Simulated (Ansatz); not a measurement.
# SnTe (F-43m) in Ansatz: convergence with smearing width

Aim: find how far smearing width must go before the results for SnTe settle, at PBEsol. This setting moves, with any that are tied to it; all else stays.

Program: Ansatz 0.2.0. These are calculated values, not measurements. Logs are shortened: lines on timing, memory, paths and dates and some standing lists are left out, and cuts for length are marked.

**1. The structure**

Symmetry: F-43m, No. 216, cubic system. The conventional cell has a = 7.222 Å, b = 7.222 Å, c = 7.222 Å, α = 90.00°, β = 90.00°, γ = 90.00°. Te (site symmetry -43m) is surrounded by 4 Sn at 3.13 Å. Around Sn (site symmetry -43m) lie 4 Te at 3.13 Å.

Measurements of this composition are mostly on another form, of space group No. 225.

**2. With smearing width 0.3 eV**

input.yaml

```yaml
crystal:
  lattice:
    - [0.0, 3.611146, 3.611146]
    - [3.611146, 0.0, 3.611146]
    - [3.611146, 3.611146, 0.0]
  atoms:
    - { symbol: Te, position: [0.25, 0.25, 0.25] }
    - { symbol: Sn, position: [0.0, 0.0, 0.0] }
hamiltonian:
  xc: pbesol
  pseudopotentials: { kind: paw, source: jth, xc_functional: pbe }
kpoints:
  mp_grid: { grid: [6, 6, 6] }
scf:
  occupations: { method: methfessel_paxton, width: 0.3 }
output:
  forces: true
  stress: true
  eigenvalues: true
```

Potentials or basis: JTH PAW.

On the command line:

```bash
$ ansatz run input.yaml --threads 2 --pin off --max-ram 5632MiB --backend cpu --events-out ev --progress --plain --runs-dir out
```

Output:

```text
Warning: the checks of this Te dataset prove no rule for summing its radial tables, as where they were carried onto another mesh than they were made on, and Gregory's rule is taken, under which a leading mesh point left out moves its sums only by what lay on the interval it spanned. That does not make them correct, and they differ from Quantum ESPRESSO's on this file; a re-export a fraction of a mesh step off can move them. hamiltonian.pseudopotentials.radial_quadrature: simpson_from_first_knot sums it by `pw.x`'s rule; on a PAW file no value gives `pw.x`'s numbers. What more to know: hamiltonian.pseudopotentials.radial_quadrature, in the input reference
Warning: the checks of this Sn dataset prove no rule for summing its radial tables, as where they were carried onto another mesh than they were made on, and Gregory's rule is taken, under which a leading mesh point left out moves its sums only by what lay on the interval it spanned. That does not make them correct, and they differ from Quantum ESPRESSO's on this file; a re-export a fraction of a mesh step off can move them. hamiltonian.pseudopotentials.radial_quadrature: simpson_from_first_knot sums it by `pw.x`'s rule; on a PAW file no value gives `pw.x`'s numbers. What more to know: hamiltonian.pseudopotentials.radial_quadrature, in the input reference
Warning: RAYON_NUM_THREADS=2 ignored (pool sized by the plan → 2); use --threads N
Engine: ansatz 0.2.0, x86_64-unknown-linux-gnu
Pseudopotentials: kind: paw
Pseudopotential: Te, paw, valence charge 6, recommended cutoff 540 eV (normal), Te.paw.azcp
Pseudopotential: Sn, paw, valence charge 14, recommended cutoff 6600 eV (normal), Sn.paw.azcp
Functional definition: PBEsol
  exchange = pbesol_x
  correlation = pbesol_c
Crystal: 2 atoms, lattice volume = 94.181 Å³
Basis set: ecut = 6600 eV, 114523 PW (Γ), exchange–correlation on 288×288×288 points (8 copies of the dense FFT grid, shifted against one another)
Bands: 14, of which v1, the nominal top of the filled ones, is band 10 counted from 1 (9 counted from 0)
Symmetry: 24 space group operations
Space group: F-43m (ITA 216), of the structure as read, at distance tolerance 4.5e-5 Å
k-points: 16 of 216 (time reversal used)
Non-local potential: Te, projectors of the file, l = 0: 2, l = 1: 2
Non-local potential: Sn, projectors of the file, l = 0: 2, l = 1: 2, l = 2: 2
PAW form: soft (Blöchl's): semilocal exchange-correlation on the pseudo side does not see the compensation charge
PAW frozen core: Sn, regenerated for the run's functional, and the local potential with it (the file was generated under x = pbe(κ = 0.804, μ = 0.2195149727645171), c = pbe(β = 0.06672455060314922))
PAW one-centre angular grid: Te, 110 points (default); XC on 64 Gauss nodes
PAW one-centre angular grid: Sn, 590 points (default); XC on 96 Gauss nodes
Initial density: superposition of atomic densities (chi_scale 0.1, normalization cell, long waves kept (reshape's long-wave potential 0.00 eV rms))
Initial wavefunctions: pseudopotential atomic-orbital guess
Functional: x = pbesol(κ = 0.804, μ = 0.12345679012345678), c = pbesol(β = 0.046)
SCF iter   1: F=—  HF=-10795.567152 eV  |F-HF|=—  |Δ(HF+E_count)|=         —  Δρ=1.34e-2  dr2=3.71e-1  ethr=3.10e-3  ⟨swp⟩=8.9  Hψ=1715  notcnv=0
preconditioner: auto → none  [insulator: Δε(μ)=0.451 eV  Ē_g=7.902 eV  σ=0.300 eV  W_gap=0.89  n_scr=14 (ndim 8)  ℏωp=12.1 eV  f_vac=0.062  D(μ)=0.16/eV (n_scr^D=0)  ε∞_Penn≈3.3]
SCF iter   2: F=—  HF=-10795.499348 eV  |F-HF|=—  |Δ(HF+E_count)|=   6.78e-2  S|Δr|=    0.00e0  Δρ=6.85e-3  dr2=7.59e-2  ethr=1.85e-3  ⟨swp⟩=2.1  Hψ=407  notcnv=0
SCF iter   3: F=—  HF=-10795.482957 eV  |F-HF|=—  |Δ(HF+E_count)|=   1.64e-2  S|Δr|=    0.00e0  Δρ=3.32e-3  dr2=1.33e-2  ethr=3.79e-4  ⟨swp⟩=2.4  Hψ=308  notcnv=0
SCF iter   4: F=—  HF=-10795.481955 eV  |F-HF|=—  |Δ(HF+E_count)|=   1.00e-3  S|Δr|=    0.00e0  Δρ=9.47e-4  dr2=1.15e-3  ethr=6.63e-5  ⟨swp⟩=2.0  Hψ=328  notcnv=0
SCF iter   5: F=—  HF=-10795.481978 eV  |F-HF|=—  |Δ(HF+E_count)|=   2.24e-5  S|Δr|=    0.00e0  Δρ=1.72e-4  dr2=2.92e-5  ethr=5.75e-6  ⟨swp⟩=2.1  Hψ=353  notcnv=0
SCF iter   6: F=—  HF=-10795.481999 eV  |F-HF|=—  |Δ(HF+E_count)|=   2.17e-5  S|Δr|=    0.00e0  Δρ=4.32e-5  dr2=2.61e-6  ethr=1.46e-7  ⟨swp⟩=2.7  Hψ=411  notcnv=0
SCF iter   7: F=-10795.481999 eV  HF=-10795.481999 eV  |F-HF|=2.51e-9  |Δ(HF+E_count)|=   3.89e-7  S|Δr|=    0.00e0  Δρ=3.23e-6  dr2=7.86e-9  ethr=5.00e-10  ⟨swp⟩=8.1  Hψ=1693  notcnv=0
SCF 1 converged in 7 iterations: F = -10795.481999 eV  dr2 = 7.86e-9
SCF converged after 7 iterations
Stability not checked: this state was not tested for a lower state beside it, because cold or Methfessel-Paxton smearing, or corrected tetrahedra, fill the levels in a way that the test cannot read (fill_not_monotonic; see scf.lower_state_search)
Free energy (F): -10795.481999 eV
Harris-Foulkes:  -10795.481999 eV  (|F-HF|=2.51e-9)
Internal energy: -10795.490294 eV  (E = F + TS)
E sigma→0 (E₀):  -10795.484073 eV
Entropy (-TS):   0.008295 eV (4.148 meV/atom)
Fermi energy:    3.671929 eV
Step filling:    the computed levels leave a gap of 0.2316 eV = 0.8 smearing widths at the electron count; against every level under it full and every level over it empty, smearing changes F+E_penalty+E_count by +2.936 meV and its σ→0 estimate by +0.862 meV
--- Per-component energies (eV) ---
  E_band       = -191.787275
  E_kinetic    = 382.430256
  E_local      = -2350.898730  (includes V_loc(G=0)·N_el)
  E_nonlocal   = 692.412909
  E_hartree    = 942.853271
  E_xc         = -293.544433
  E_vxc        = -203.807933  (∫ρ·V_xc dr)
  E_paw        = -8974.342973  (= ΣΔE_a)
  E_vpaw       = -597.628884  (= ΣTr[D̂ρ^β])
  E_aug_tail   = -0.000003  (compensation charges beyond the density's cutoff)
  E_ewald      = -1194.684863
  E_core_change = 0.284272  (= ΣΔE_core)
  E_smearing   = 0.008295  (= −TS)
  E_closure    = -0.000000  (closes the sum)
  Σ components = -10795.481999   (vs F -10795.481999, Δ=0.00e0)
--- Forces (eV/Å), atoms counted from 1 ---
  atom   1  Te    -0.00000000     0.00000000    -0.00000000
  atom   2  Sn    -0.00000000     0.00000000     0.00000000
  max |Σ_I F_I| component: 3.40e-15 eV/Å
--- Stress (GPa, compression-positive) ---
       -1.385808      -0.000000      -0.000000
       -0.000000      -1.385808       0.000000
       -0.000000       0.000000      -1.385808
  P = ⅓ Tr σ = -1.3858 GPa (-13.858 kbar)
--- Band table (eV; the first three rows and the last of 16) ---
  k-point 0: bands = ["-17.9881", "-17.9881", "-17.9881", "-17.9798", "-17.9798", "-7.8243", "-1.4888", "1.7987", "1.7987", "1.7987", "4.7177", "4.7177", "4.7177", "7.7380"]
  k-point 1: bands = ["-17.9884", "-17.9877", "-17.9877", "-17.9798", "-17.9798", "-7.7097", "-2.0104", "1.6359", "1.6359", "1.8903", "4.9676", "4.9900", "4.9900", "8.5347"]
  k-point 2: bands = ["-17.9890", "-17.9871", "-17.9871", "-17.9797", "-17.9797", "-7.4442", "-2.8895", "1.3742", "1.3742", "1.7661", "5.3921", "5.3921", "6.1109", "9.1640"]
  k-point 15: bands = ["-17.9905", "-17.9861", "-17.9853", "-17.9803", "-17.9792", "-7.0644", "-3.6455", "0.3963", "0.4636", "3.5561", "4.5550", "6.5167", "7.0465", "8.9955"]
```

It took 55 s on 2 threads of Intel Xeon Platinum 8375C at 2.90GHz (Ice Lake), shared host; peak memory 4.1 GiB.

What came out:

```yaml
Free_energy: -10795.4820 eV
Pressure: -1.4 GPa
```

**3. With smearing width 0.2 eV**

input.yaml, as its differences from that of step 2:

```diff
@@ -14,3 +14,3 @@
 scf:
-  occupations: { method: methfessel_paxton, width: 0.3 }
+  occupations: { method: methfessel_paxton, width: 0.2 }
 output:
```

Potentials or basis: JTH PAW.

On the command line:

```bash
$ ansatz run input.yaml --threads 2 --pin off --max-ram 5632MiB --backend cpu --events-out ev --progress --plain --runs-dir out
```

It took 54 s on 2 threads of Intel Xeon Platinum 8375C at 2.90GHz (Ice Lake), shared host; peak memory 4.1 GiB.

What came out:

```yaml
Free_energy: -10795.4838 eV
Pressure: -1.4 GPa
Band_gap_on_the_k_mesh: 0.23 eV, indirect (least direct gap 0.76 eV)
```

**4. With smearing width 0.15 eV**

input.yaml, as its differences from that of step 3:

```diff
@@ -14,3 +14,3 @@
 scf:
-  occupations: { method: methfessel_paxton, width: 0.2 }
+  occupations: { method: methfessel_paxton, width: 0.15 }
 output:
```

On the command line:

```bash
$ ansatz run input.yaml --threads 2 --pin off --max-ram 5632MiB --backend cpu --events-out ev --progress --plain --runs-dir out
```

It took 54 s on 2 threads of Intel Xeon Platinum 8375C at 2.90GHz (Ice Lake), shared host; peak memory 4.1 GiB.

Results:

```
Free energy            : -10795.4842 eV
Pressure               : -1.4 GPa
Band gap on the k mesh : 0.23 eV, indirect (least direct gap 0.76 eV)
```

**5. With smearing width 0.1 eV**

input.yaml, as its differences from that of step 4:

```diff
@@ -14,3 +14,3 @@
 scf:
-  occupations: { method: methfessel_paxton, width: 0.15 }
+  occupations: { method: methfessel_paxton, width: 0.1 }
 output:
```

On the command line:

```bash
$ ansatz run input.yaml --threads 2 --pin off --max-ram 5632MiB --backend cpu --events-out ev --progress --plain --runs-dir out
```

Run time: 52 s. Hardware: 2 threads of Intel Xeon Platinum 8375C at 2.90GHz (Ice Lake), shared host; peak memory 4.1 GiB.

Results:

| Item | Value |
| --- | --- |
| Free energy | -10795.4846 eV |
| Pressure | -1.4 GPa |
| Band gap on the k mesh | 0.23 eV, indirect (least direct gap 0.76 eV) |

**6. With smearing width 0.05 eV**

input.yaml, as its differences from that of step 5:

```diff
@@ -14,3 +14,3 @@
 scf:
-  occupations: { method: methfessel_paxton, width: 0.1 }
+  occupations: { method: methfessel_paxton, width: 0.05 }
 output:
```

Potentials or basis: JTH PAW.

On the command line:

```bash
$ ansatz run input.yaml --threads 2 --pin off --max-ram 5632MiB --backend cpu --events-out ev --progress --plain --runs-dir out
```

It took 49 s on 2 threads of Intel Xeon Platinum 8375C at 2.90GHz (Ice Lake), shared host; peak memory 4.1 GiB.

Results (log left out):

- Free energy: -10795.4849 eV
- Pressure: -1.4 GPa
- Band gap on the k mesh: 0.23 eV, indirect (least direct gap 0.76 eV)

**7. With smearing width 0.025 eV**

input.yaml, as its differences from that of step 6:

```diff
@@ -14,3 +14,3 @@
 scf:
-  occupations: { method: methfessel_paxton, width: 0.05 }
+  occupations: { method: methfessel_paxton, width: 0.025 }
 output:
```

On the command line:

```bash
$ ansatz run input.yaml --threads 2 --pin off --max-ram 5632MiB --backend cpu --events-out ev --progress --plain --runs-dir out
```

It took 49 s on 2 threads of Intel Xeon Platinum 8375C at 2.90GHz (Ice Lake), shared host; peak memory 4.1 GiB.

Results (log left out):

- Free energy: -10795.4849 eV
- Pressure: -1.4 GPa
- Band gap on the k mesh: 0.23 eV, indirect (least direct gap 0.76 eV)

**8. With smearing width 0.01 eV**

input.yaml, as its differences from that of step 7:

```diff
@@ -14,3 +14,3 @@
 scf:
-  occupations: { method: methfessel_paxton, width: 0.025 }
+  occupations: { method: methfessel_paxton, width: 0.01 }
 output:
```

On the command line:

```bash
$ ansatz run input.yaml --threads 2 --pin off --max-ram 5632MiB --backend cpu --events-out ev --progress --plain --runs-dir out
```

Wall time 52 s (2 threads of Intel Xeon Platinum 8375C at 2.90GHz (Ice Lake), shared host); peak memory 4.1 GiB.

Results (log left out):

```yaml
Free_energy: -10795.4849 eV
Pressure: -1.4 GPa
Band_gap_on_the_k_mesh: 0.23 eV, indirect (least direct gap 0.76 eV)
```

**9. With smearing width 0.005 eV**

input.yaml, as its differences from that of step 8:

```diff
@@ -14,3 +14,3 @@
 scf:
-  occupations: { method: methfessel_paxton, width: 0.01 }
+  occupations: { method: methfessel_paxton, width: 0.005 }
 output:
```

Potentials or basis: JTH PAW.

On the command line:

```bash
$ ansatz run input.yaml --threads 2 --pin off --max-ram 5632MiB --backend cpu --events-out ev --progress --plain --runs-dir out
```

Wall time 55 s (2 threads of Intel Xeon Platinum 8375C at 2.90GHz (Ice Lake), shared host); peak memory 4.1 GiB.

It converged, with:

```
Free energy            : -10795.4849 eV
Pressure               : -1.4 GPa
Band gap on the k mesh : 0.23 eV, indirect (least direct gap 0.76 eV)
```

**10. Summary**

```csv
smearing width,"energy less the tightest run, at zero smearing (meV/atom)",SCF cycles,CPU time (s),peak memory (GiB)
0.3 eV,0.43,7,110,4.1
0.2 eV,0.33,7,110,4.1
0.15 eV,0.21,7,110,4.1
0.1 eV,0.11,7,100,4.1
0.05 eV,0.00,7,96,4.1
0.025 eV,0.00,7,96,4.1
0.01 eV,0.00,7,100,4.1
0.005 eV,0.00,7,110,4.1
```

Against the tightest run, the energy stays within 1 meV/atom from 0.3 eV on. The tightest run that finished is the yardstick and may itself not be fully converged.

Caveats: spin-orbit coupling is left out, which moves the levels of the heavy elements.
